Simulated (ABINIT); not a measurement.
Runs of ABINIT 10.8.3 (patched build) on B. Symmetry: P4/mmm, No. 123, tetragonal system. The conventional cell has a = 2.346 Å, b = 2.346 Å, c = 1.586 Å, α = 90.00°, β = 90.00°, γ = 90.00°. Around B (site symmetry 4/mmm) lie 2 B at 1.59 Å. The cell was built by a generator and needn't be a form met in nature.

| level | potentials or basis | cutoff (eV) | fine-grid cutoff | gap on the mesh (eV) | pressure (GPa) |
| --- | --- | --- | --- | --- | --- |
| WC | JTH PAW PBE v2.0 | 490 | 979.61 eV | none | -2.5 |
| PBE | SPMS NC PBE v1.0 | 816 | - | none | -1.0 |
| SCAN | JTH PAW PBE v2.0 | 490 | 979.61 eV | none | -2.7 |
| PBE | JTH PAW PBE v2.0 | 408 | 816.342 eV | none | (a) |
| PBE | PseudoDojo NC SR PBE v0.5 standard | 1034 | - | none | -0.5 |
| PBE | PseudoDojo NC SR PBE v0.4.1 standard | 1034 | - | none | -0.5 |
| r2SCAN | JTH PAW PBE v2.0 | 490 | 979.61 eV | none | -0.8 |
| PBEsol | JTH PAW PBE v2.0 | 490 | 979.61 eV | none | -2.5 |

Alike in all rows: task single point; no spin polarisation; cell as given; k mesh 11 × 11 × 16; smearing fermi-dirac 0.05 eV.

**Question.** Estimate the missing entries.

**Answer.** (a) -0.2.

Caveats: the atomic spheres overlap (some runs); the PAW data sets were made with another functional, which shifts forces and pressure a little (some runs).

A gap of «none» marks a metal or a gap under the smearing width.
